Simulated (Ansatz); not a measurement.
What hybrid functionals make of TiO2

```
Ti O
1.0
     4.60016    0.00000    0.00000
     0.00000    4.60016    0.00000
     0.00000    0.00000    2.95108
Ti O
2 4
Direct
  0.00000 0.00000 0.00000
  0.50000 0.50000 0.50000
  0.30434 0.30434 0.00000
  0.80434 0.19566 0.50000
  0.19566 0.80434 0.50000
  0.69566 0.69566 0.00000
```

All runs: Ansatz, plane waves and PAW, scalar-relativistic (no spin–orbit coupling), 4×4×4 k-mesh, Gaussian smearing of 0.05 eV, no spin polarisation. Semilocal reference PBE: gap 1.87 eV, pressure 5.1 GPa. The hybrids carry no U.

Problem. What gap and pressure does PBE0-type hybrid with an exact-exchange fraction of 0.35 give at this geometry?

Solution. Gap 5.12 eV, pressure -6.1 GPa.

Problem. And the other functionals?

Solution. 
```json
{"functional": "HSE06-type hybrid with an exact-exchange fraction of 0.15 and a screening parameter of 0.5 Å⁻¹", "gap": "2.36 eV", "pressure (GPa)": "1.0", "cutoff (eV)": "420", "core-seconds": "44"}
{"functional": "PBE0-type hybrid with an exact-exchange fraction taken as 1/ε∞", "gap": "2.99 eV", "pressure (GPa)": "0.8", "cutoff (eV)": "420", "core-seconds": "98"}
{"functional": "HSE06-type hybrid with an exact-exchange fraction of 0.4", "gap": "4.40 eV", "pressure (GPa)": "-7.3", "cutoff (eV)": "420", "core-seconds": "51"}
{"functional": "r2SCAN0", "gap": "4.42 eV", "pressure (GPa)": "-5.9", "cutoff (eV)": "500", "core-seconds": "68"}
{"functional": "PBE0-type hybrid with an exact-exchange fraction of 0.35", "gap": "5.12 eV", "pressure (GPa)": "-6.1", "cutoff (eV)": "420", "core-seconds": "52"}
```

In the PBE0 form the gap grows almost linearly with the exact-exchange fraction, by 0.93 eV for each tenth. The dielectric-dependent PBE0 form takes the fraction 0.128 = 1/ε∞, that is ε∞ = 7.8. On shared hosts the hybrid runs at the reference's cutoff took roughly 16 to 35 times the core time of the semilocal one on the same mesh, with some more bands. Measured gap: 3.05 eV (300 K; a printed reference work (textbook)); 3.03 eV (300 K; a printed reference work (textbook)).

Caveats: core times come from shared hosts and scatter; gaps are read on a coarse mesh; stress loosely converged.
